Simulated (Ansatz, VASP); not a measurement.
Given: the input of a run of Ansatz 0.2.0 on ZnAu.

Contents of input.yaml:

```yaml
crystal:
  lattice:
    - [3.0827574841, 0.0, 0.0]
    - [0.0, 3.0827574841, 0.0]
    - [0.0, 0.0, 3.0827574841]
  atoms:
    - { symbol: Au, position: [0.0, 0.0, 0.0] }
    - { symbol: Zn, position: [0.5, 0.5, 0.5] }
hamiltonian:
  xc: pbe
  pseudopotentials: { kind: paw }
kpoints:
  mp_grid: { grid: [8, 8, 8] }
scf:
  occupations: { method: fermi_dirac, width: 0.05 }
output:
  forces: true
  stress: true
  eigenvalues: true
```

Potentials or basis: Ansatz PAW.

Launch:

```console
$ ansatz run input.yaml --threads 2 --pin off --max-ram 5120MiB --backend cpu --events-out ev --progress --plain --runs-dir out
```

Translate it to VASP 6.6.1. Potentials there: VASP PAW PBE potentials, release 64 (Au, Zn).

As run (the cutoff follows the program's own potentials):

INCAR

```
SYSTEM = ZnAu
PREC = Accurate
ENCUT = 520
EDIFF = 1E-7
ISMEAR = -1
SIGMA = 0.05
LREAL = .False.
LASPH = .True.
NELM = 60
ALGO = Normal
ISIF = 2
LWAVE = .False.
LCHARG = .False.
GGA = PE
NBANDS = 18
```

File KPOINTS:

```
regular mesh
0
Gamma
  8 8 8
  0 0 0
```

The input POSCAR:

```
ZnAu
1.0
    3.0827574841      0.0000000000      0.0000000000
    0.0000000000      3.0827574841      0.0000000000
    0.0000000000      0.0000000000      3.0827574841
Au Zn
1 1
Direct
    0.0000000000      0.0000000000      0.0000000000
    0.5000000000      0.5000000000      0.5000000000
```

Potentials or basis: VASP PAW PBE potentials, release 64 (Au, Zn).

Launch:

```console
$ cat potpaw_PBE.64/Au/POTCAR potpaw_PBE.64/Zn/POTCAR > POTCAR
$ mpirun -np 1 vasp_std > vasp.out
```

Both were run:

|  | VASP | Ansatz | Ansatz less VASP |
| --- | --- | --- | --- |
| gap on the k mesh at the Fermi level (eV) | none | none | - |
| pressure (GPa) | 15.7 | 15.5 | -0.17 |

A gap of «none» marks a metal or a gap that the smearing closes. The two sets of potentials don't hold the same shells in valence.

Spin-orbit coupling is left out, which matters for the levels of Au.
